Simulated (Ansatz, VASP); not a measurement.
# One calculation of C, two programs

File INCAR:

```
SYSTEM = C
PREC = Accurate ; ENCUT = 520
EDIFF = 1E-6 ; ISMEAR = 0
SIGMA = 0.05 ; LREAL = .FALSE.
LASPH = .TRUE. ; NELM = 60
ALGO = Normal ; ISIF = 2
LWAVE = .FALSE. ; LCHARG = .FALSE.
GGA = PE ; NBANDS = 11
```

The input KPOINTS:

```
Automatic mesh
0
G
  12 12 12
  0 0 0
```

File POSCAR:

```
C
1.0
    0.0000000000      1.7902018757      1.7902018757
    1.7857375319      0.0044643438      1.7857375319
    1.7857375319      1.7857375319      0.0044643438
C
2
Direct
    0.5000000000      0.5000000000      0.5000000000
    0.7500000000      0.7500000000      0.7500000000
```

Input for Ansatz:

```yaml
crystal:
  lattice:
    - [0.0, 1.7902018757, 1.7902018757]
    - [1.7857375319, 0.0044643438, 1.7857375319]
    - [1.7857375319, 1.7857375319, 0.0044643438]
  atoms:
    - { symbol: C, position: [0.5, 0.5, 0.5] }
    - { symbol: C, position: [0.75, 0.75, 0.75] }
basis:
  ecutwfc: 420
kpoints:
  mp_grid: { grid: [12, 12, 12] }
hamiltonian:
  xc: pbe
scf:
  occupations: { method: gaussian, width: 0.05 }
output:
  forces: true
  stress: true
  eigenvalues: true
```

Change from the starting cell: strain +0.0050 x Voigt [0, 0, 0, 1, 0, 0], atoms carried along.

Alike in both runs: task single point; functional PBE; k mesh 12 × 12 × 12; occupations gaussian, width 0.05 eV; no spin polarisation.

```csv
,VASP,Ansatz
version,VASP 6.6.1,Ansatz 0.2.0
potentials or method,"VASP PAW PBE potentials, release 64 (C)","scalar-relativistic, plane waves, PAW"
plane-wave cutoff (eV),520,420
valence electrons in the cell,8,8
```

```tsv
	VASP	Ansatz	Ansatz less VASP
gap on the k mesh at the Fermi level (eV)	4.14	4.15	+0.007
least direct gap on the mesh (eV)	5.50	5.51	+0.004
pressure (GPa)	0.7	0.1	-0.66
largest component of the traceless stress (GPa)	2.82	2.80	-0.019
rms of the force components (eV/Å)	0.009	0.008	-0.0008
```

Atom by atom the forces differ by 0.001 eV/Å (rms over components). With one functional, cell and mesh, what is left measures potentials, basis and numerics.
